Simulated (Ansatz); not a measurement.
## PtSe2 (Sudovikovite) under changes of volume

One of the cells (20.265 Å³/atom); the others are scaled copies at fixed shape and fractional positions:

```
CELL_PARAMETERS angstrom
3.72400 0.00000 0.00000
-1.86200 3.22508 0.00000
0.00000 0.00000 5.06200
ATOMIC_POSITIONS crystal
Pt 0.00000 0.00000 0.00000
Se 0.66667 0.33333 0.75000
Se 0.33333 0.66667 0.25000
```

| Property | Result |
| --- | --- |
| Program | Ansatz 0.2.0 |
| Functional | BLYP |
| Dispersion | D4 |
| Potentials or basis | Ansatz PAW |
| Cutoff | 420 eV (not typed: the program's choice for these potentials) |
| k mesh | 8 × 8 × 5 |
| Occupations | fermi-dirac, width 0.05 eV |
| Spin | no spin polarisation |

```csv
volume (Å³/atom),energy over the lowest point (meV/atom),pressure (GPa),largest force (eV/Å)
19.049,116.01,17.5,1.993
19.455,76.68,13.7,1.672
19.860,46.53,10.2,1.376
20.265,24.61,7.2,1.104
20.671,10.05,4.4,0.854
21.076,?,?,?
21.481,0.00,-0.3,0.413
```

Q: What does the run at 21.076 Å³/atom give?

A: Energy over the lowest point 2.08 meV/atom; pressure 1.9 GPa; largest force 0.624 eV/Å.

Worked out: A Birch-Murnaghan fit of order 3 (a polynomial in V^(-2/3)) to the other rows has its minimum at 21.43 Å³/atom with B0 = V·E''(V) = 113 GPa and B' = 4.7 at fixed shape and positions, which overstates the stiffness. It gives 2.06 meV/atom at 21.076 Å³/atom, against the run's 2.08, and -dE/dV = 1.9 GPa, against 1.9.

Energies are extrapolated to zero smearing.

Caveats: pairwise dispersion overbinds metals, which lowers pressure and volume; the PAW data sets come from PBE, with cores solved anew for the run's functional, which leaves a small shift of forces and pressure; forces of over 1 eV/Å show positions far from the minimum, so gaps and moduli don't describe the material at rest (some runs).
